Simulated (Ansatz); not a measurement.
Structure: zincblende PbO, at its r2SCAN minimum. Space group F-43m (No. 216), cubic; a = 5.598 Å in the conventional setting, 21.92 Å³ an atom. Around Pb lie 4 O at 2.42 Å; around O lie 4 Pb at 2.42 Å.

```
CELL_PARAMETERS angstrom
0.00000 2.79878 2.79878
2.79878 0.00000 2.79878
2.79878 2.79878 0.00000
ATOMIC_POSITIONS crystal
Pb 0.00000 0.00000 0.00000
O 0.25000 0.25000 0.25000
```

4 runs of Ansatz on this cell differ in the functional (and in the settings that go with it). Levels are in eV from each run's valence top; v1 is the last filled band, c1 the first empty one.

Run A, mean stress 0.0 GPa (compression positive):
```
point     v2     v1    c1    c2
    Γ  -2.42  -2.42  5.63  5.63
    X  -3.67  -0.18  0.62  6.25
    U  -3.42  -0.25  1.88  4.40
    L  -2.89  -2.23  2.60  5.83
    W  -3.96   0.00  2.61  3.60
```

Run B, mean stress +0.3 GPa (compression positive):
```
point     v2     v1    c1    c2
    Γ  -2.83  -2.83  6.97  6.97
    X  -4.15  -0.20  1.69  7.70
    U  -3.89  -0.26  3.03  5.72
    L  -3.33  -2.37  3.84  7.18
    W  -4.47   0.00  3.84  4.80
```

Run C, mean stress +2.4 GPa (compression positive):
```
point     v2     v1    c1    c2
    Γ  -2.29  -2.29  5.27  5.27
    X  -3.53  -0.18  0.43  5.87
    U  -3.29  -0.26  1.68  4.11
    L  -2.76  -2.22  2.42  5.47
    W  -3.82   0.00  2.41  3.29
```

Run D, mean stress -0.4 GPa (compression positive):
```
point     v2     v1    c1    c2
    Γ  -2.61  -2.61  6.26  6.26
    X  -3.89  -0.19  1.10  6.93
    U  -3.64  -0.25  2.39  5.00
    L  -3.10  -2.29  3.14  6.47
    W  -4.20   0.00  3.16  4.16
```

**Question.** Match the runs to PBE, r2SCAN, r2SCANh, PBE0.

**Answer.** A is r2SCAN, B is PBE0, C is PBE, D is r2SCANh. In order of the gap: PBE 0.43, r2SCAN 0.62, r2SCANh 1.10, PBE0 1.69 eV. The stress vanishes for r2SCAN, which relaxed the cell.

Note: simulated data, non-magnetic, for a generated structure that need not be the stable one.

Spin-orbit coupling is left out; in compounds of Pb, Bi, Tl or Hg it can lower a gap by up to about 1 eV, split its edges or invert the bands.

The stress of a hybrid is loosely converged in these runs.

The meshes of the hybrids are coarse, so their gaps aren't converged to the digits shown.
